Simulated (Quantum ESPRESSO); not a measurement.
# CaO (Fm-3m) in Quantum ESPRESSO: reference runs, part 2 of 2

Quantum ESPRESSO 7.5. Earlier steps stand in the parts before.

## Step 3: Single point, PBE (atoms moved at random, drawn with an rms of 0.05 Å)

Contents of pw.in:

```
&CONTROL
  calculation = 'scf'
  prefix = 'pwscf'
  outdir = './tmp'
  pseudo_dir = './pseudo'
  tprnfor = .true.
  tstress = .true.
  disk_io = 'nowf'
/
&SYSTEM
  ibrav = 0
  nat = 2
  ntyp = 2
  ecutwfc = 55
  ecutrho = 440
  nbnd = 14
  occupations = 'smearing'
  smearing = 'fd'
  degauss = 0.00367493
/
&ELECTRONS
  conv_thr = 4d-10
  electron_maxstep = 120
  mixing_beta = 0.5
/
ATOMIC_SPECIES
Ca    40.0780 Ca_pbe_v1.uspp.F.UPF
O     15.9990 O.pbe-n-kjpaw_psl.0.1.UPF
CELL_PARAMETERS angstrom
   0.0000000000    2.4035556960    2.4035556960
   2.4035556960    0.0000000000    2.4035556960
   2.4035556960    2.4035556960    0.0000000000
ATOMIC_POSITIONS crystal
Ca     0.0108680000   -0.0039360000   -0.0056900000
O      0.5145410000    0.5065200000    0.4885730000
K_POINTS automatic
10 10 10 0 0 0
```

Potentials or basis: SSSP 1.3 efficiency PBE.

Run with:

```
> OMP_NUM_THREADS=1 pw.x -in pw.in > pw.out
```

pw.out:

```text
This program is part of the open-source Quantum ESPRESSO suite
     for quantum simulation of materials; please cite
         "P. Giannozzi et al., J. Phys.:Condens. Matter 21 395502 (2009);
         "P. Giannozzi et al., J. Phys.:Condens. Matter 29 465901 (2017);
         "P. Giannozzi et al., J. Chem. Phys. 152 154105 (2020);
     in publications or presentations arising from this work. More details at

     file O.pbe-n-kjpaw_psl.0.1.UPF: wavefunction(s)  2P renormalized

     G-vector sticks info
     --------------------
     sticks:   dense  smooth     PW     G-vecs:    dense   smooth      PW
     Sum        1261     637    199                29123    10369    1837

     Using Slab Decomposition

     bravais-lattice index     =            0
     lattice parameter (alat)  =       6.4234  a.u.
     unit-cell volume          =     187.4084 (a.u.)^3
     number of atoms/cell      =            2
     number of atomic types    =            2
     number of electrons       =        16.00
     number of Kohn-Sham states=           14
     kinetic-energy cutoff     =      55.0000  Ry
     charge density cutoff     =     440.0000  Ry
     scf convergence threshold =      4.0E-10
     mixing beta               =       0.5000
     number of iterations used =            8  plain     mixing
     Exchange-correlation= SLA  PW   PBX  PBC
                           (   1   4   3   4   0   0   0)

     celldm(1)=   6.423446  celldm(2)=   0.000000  celldm(3)=   0.000000
[... 39 lines left out ...]
     Ca               10.00    40.07800     Ca( 1.00)
     O                 6.00    15.99900     O ( 1.00)

     No symmetry found

   Cartesian axes

     site n.     atom                  positions (alat units)
         1        Ca     tau(   1) = (  -0.0068066   0.0036614   0.0049017  )
         2        O      tau(   2) = (   0.7036370   0.7093087   0.7219992  )

     number of k points=   504  Fermi-Dirac smearing, width (Ry)=  0.0037

     Number of k-points >= 100: set verbosity='high' to print them.

     Dense  grid:    29123 G-vectors     FFT dimensions: (  45,  45,  45)

     Smooth grid:    10369 G-vectors     FFT dimensions: (  32,  32,  32)

     Check: negative core charge=   -0.000002

     Initial potential from superposition of free atoms

     starting charge      15.9945, renormalised to      16.0000
     Starting wfcs are   14 randomized atomic wfcs

     Self-consistent Calculation

     iteration #  1     ecut=    55.00 Ry     beta= 0.50
     Davidson diagonalization with overlap
     ethr =  1.00E-02,  avg # of iterations =  3.1

     total energy              =    -116.69043755 Ry
     estimated scf accuracy    <       0.48512064 Ry
[... 57 lines left out ...]
     iteration # 10     ecut=    55.00 Ry     beta= 0.50
     Davidson diagonalization with overlap
     ethr =  9.43E-12,  avg # of iterations =  2.3

     End of self-consistent calculation

     Number of k-points >= 100: set verbosity='high' to print the bands.

     the Fermi energy is     8.9137 ev

!    total energy              =    -116.88183661 Ry
     estimated scf accuracy    <          3.0E-10 Ry
     smearing contrib. (-TS)   =      -0.00000000 Ry
     internal energy E=F+TS    =    -116.88183661 Ry

     The total energy is F=E-TS. E is the sum of the following terms:
     one-electron contribution =     -25.63153019 Ry
     hartree contribution      =      20.83224178 Ry
     xc contribution           =     -19.53945526 Ry
     ewald contribution        =     -83.02972645 Ry
     one-center paw contrib.   =      -9.51336649 Ry

     convergence has been achieved in  10 iterations

     Forces acting on atoms (cartesian axes, Ry/au):

     atom    1 type  1   force =     0.00130655   -0.00057089    0.00394968
     atom    2 type  2   force =    -0.00130655    0.00057089   -0.00394968

     Total force =     0.005939     Total SCF correction =     0.000001

     Computing stress (Cartesian axis) and pressure

          total   stress  (Ry/bohr**3)                   (kbar)     P=       15.37
   0.00010138   0.00000009  -0.00000060           14.91        0.01       -0.09
   0.00000009   0.00010032   0.00000026            0.01       14.76        0.04
  -0.00000060   0.00000026   0.00011183           -0.09        0.04       16.45

=------------------------------------------------------------------------------=
   JOB DONE.
=------------------------------------------------------------------------------=
```

It took 1.8 min on 1 thread of Arm Neoverse V1, shared host; peak memory 0.28 GiB.

Results:

```yaml
Free_energy: -1590.2584 eV
Pressure: 1.5 GPa
Largest_force: 0.108 eV/Å
Band_gap_on_the_k_mesh: 3.66 eV, indirect (least direct gap 4.03 eV)
```

Forces on the atoms (eV/Å):
```
Ca   0.034 -0.015  0.102
O   -0.034  0.015 -0.102
```
